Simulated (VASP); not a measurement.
Write the native input for VASP 6.6.1 that does the following.

* Task: relaxation of cell and atoms
* Functional: PBEsol
* Dispersion: rVV10
* Potentials or basis: VASP PAW PBE potentials, release 64 (Te, Mo_sv)
* Cutoff: 600 eV
* k mesh: 9 × 9 × 2
* Occupations: fermi-dirac, width 0.05 eV
* Spin: no spin polarisation
* Further INCAR settings: ALGO = Normal; EDIFF = 1e-07; IBRION = 2; EDIFFG = -0.02; NSW = 60; ISIF = 3

The structure of Te2Mo lies in POSCAR:

```
Te2Mo
1.0
    3.5182000000      0.0000000000      0.0000000000
   -1.7591000000      3.0468505756      0.0000000000
    0.0000000000      0.0000000000     13.9736000000
Te Mo
4 2
Direct
    0.6666666667      0.3333333333      0.3790000000
    0.3333333333      0.6666666667      0.8790000000
    0.6666666667      0.3333333333      0.1210000000
    0.3333333333      0.6666666667      0.6210000000
    0.6666666667      0.3333333333      0.7500000000
    0.3333333333      0.6666666667      0.2500000000
```

These files were run (other wordings do the same):

INCAR

```
SYSTEM = Te2Mo
  PREC = Accurate
  ENCUT = 600
  EDIFF = 1E-7
  ISMEAR = -1
  SIGMA = 0.05
  LREAL = .FALSE.
  LASPH = .TRUE.
  NELM = 100
  ALGO = Normal
  ISIF = 3
  LWAVE = .FALSE.
  LCHARG = .FALSE.
  GGA = PS
  LUSE_VDW = .TRUE.
  IVDW_NL = 2
  BPARAM = 20.0
  CPARAM = 0.0093
  IBRION = 2
  NSW = 60
  EDIFFG = -0.02
```

KPOINTS

```
regular mesh
0
G
  9 9 2
  0 0 0
```

Potentials or basis: VASP PAW PBE potentials, release 64 (Te, Mo_sv).

Command:

```console
$ cat potpaw_PBE.64/Te/POTCAR potpaw_PBE.64/Mo_sv/POTCAR > POTCAR
$ mpirun -np 1 vasp_std > vasp.out
```

It gave:

- Relaxed volume: 24.22 Å³/atom
- Relaxed cell: a = 3.486 Å, b = 3.486 Å, c = 13.806 Å, α = 90.00°, β = 90.00°, γ = 120.00°
- Space group after relaxing (to 0.05 Å): P6_3/mmc (No. 194)
- Energy gained by relaxing: 3.0 meV/atom
- Ionic steps: 8
- Pressure after relaxing: 0.0 GPa
- Band gap on the k mesh: 0.70 eV, indirect (least direct gap 1.08 eV)

Caveat: the PAW data sets were made with another functional, which shifts forces and pressure a little; spin-orbit coupling is left out, which moves the levels of the heavy elements; an odd mesh through Γ misses points on the zone boundary, where band edges often lie.

It took 40 min on 1 thread of Intel(R) Xeon(R) Platinum 8259CL CPU @ 2.50GHz (Skylake/Cascade Lake), with other jobs on the host, peak memory 0.66 GiB.
